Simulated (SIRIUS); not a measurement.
The system is AlNi.

```xyz
2
Lattice="2.8810 0.0000 0.0000 0.0000 2.8810 0.0000 0.0000 0.0000 2.8810" Properties=species:S:1:pos:R:3 pbc="T T T"
Ni    1.4375    1.3671    1.4352
Al    0.0174    0.0316   -0.0066
```

The cell isn't the ideal one: atoms moved at random.

| Item | Value |
| --- | --- |
| Program | SIRIUS 7.12.0 |
| Task | relaxation of the atoms |
| Functional | PBE |
| Potentials or basis | all-electron FP-LAPW |
| Cutoff | 230 eV |
| Basis | apw+lo standard |
| k mesh | 4 × 4 × 4 |
| Occupations | fermi-dirac, width 0.05 eV |
| Spin | collinear spin, ferromagnetic start |
| Starting moments | [1.0, 0.0] μB |

At the start: volume 11.96 Å³/atom.

Where does the relaxation end?

Over 3 steps the energy falls by 16.6 meV/atom; space group Pm-3m (No. 221, to 0.05 Å); moment 0.00 μB per cell.

Step by step:
| step | energy change (eV) | largest force (eV/Å) |
| --- | --- | --- |
| 1 | 0.0000 | 0.6260 |
| 2 | -0.0101 | 0.5218 |
| 3 | -0.0332 | 0.0027 |

Final structure:
```cif
data_structure
_symmetry_space_group_name_H-M 'P 1'
_symmetry_Int_Tables_number 1
_cell_length_a 2.8810
_cell_length_b 2.8810
_cell_length_c 2.8810
_cell_angle_alpha 90.000
_cell_angle_beta 90.000
_cell_angle_gamma 90.000
_cell_volume 23.91
loop_
_atom_site_label
_atom_site_type_symbol
_atom_site_fract_x
_atom_site_fract_y
_atom_site_fract_z
_atom_site_occupancy
Ni1 Ni 0.50260 0.49280 0.49793 1
Al1 Al 0.00245 0.99285 0.99794 1
```

Caveat: the k mesh is coarse (spacing up to 0.55 Å⁻¹), so the values aren't converged.
